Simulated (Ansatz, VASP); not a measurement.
NaCl in VASP and in Ansatz

File INCAR:

```
ALGO = Normal
DIPOL = 0.5 0.5 0.500
EDIFF = 1E-6
ENCUT = 520
GGA = PE
IDIPOL = 3
ISIF = 2
ISMEAR = 0
LASPH = T
LCHARG = F
LDIPOL = T
LREAL = F
LWAVE = F
NBANDS = 14
NELM = 60
PREC = Accurate
SIGMA = 0.1
```

The input KPOINTS:

```
k-points
0
Gamma
  6 6 1
```

Contents of POSCAR:

```
NaCl
1.0
    4.0446510000      0.0000000000      0.0000000000
   -2.0223250000      3.5027700000      0.0000000000
    0.0000000000      0.0000000000     15.0000000000
Na Cl
1 1
Direct
    0.0000000000      0.0000000000      0.4724796400
    0.6666666700      0.3333333300      0.5275203600
```

Input for Ansatz:

```yaml
crystal:
  lattice:
    - [4.044651, 0.0, 0.0]
    - [-2.022325, 3.50277, 0.0]
    - [0.0, 0.0, 15.0]
  atoms:
    - { symbol: Na, position: [0.0, 0.0, 0.47247964] }
    - { symbol: Cl, position: [0.66666667, 0.33333333, 0.52752036] }
  periodic: [true, true, false]
basis:
  ecutwfc: 420
kpoints:
  mp_grid: { grid: [6, 6, 1] }
hamiltonian:
  xc: pbe
scf:
  occupations: { method: gaussian, width: 0.1 }
  lower_state_search: "off"
output:
  forces: true
  stress: true
  eigenvalues: true
```

Alike in both runs: task single point; functional PBE; k mesh 6 × 6 × 1; occupations gaussian, width 0.1 eV; no spin polarisation.

```csv
,VASP,Ansatz
version,VASP 6.6.1,Ansatz 0.2.0
potentials or method,"VASP PAW PBE potentials, release 64 (Na_pv, Cl)","scalar-relativistic, plane waves, PAW"
plane-wave cutoff (eV),520,420
valence electrons in the cell,14,16
```

Ansatz gave:

```
gap on the k mesh at the Fermi level (eV) : 3.37
least direct gap on the mesh (eV)         : 3.37
rms of the force components (eV/Å)        : 0.163
```

Q: Which values does VASP return?

A: gap on the k mesh at the Fermi level (eV): 3.38; least direct gap on the mesh (eV): 3.38; rms of the force components (eV/Å): 0.157.

Atom by atom the forces differ by 0.006 eV/Å (rms over components). The two sets of potentials don't hold the same shells in valence. Ansatz warned: «slab_cell_height_set».
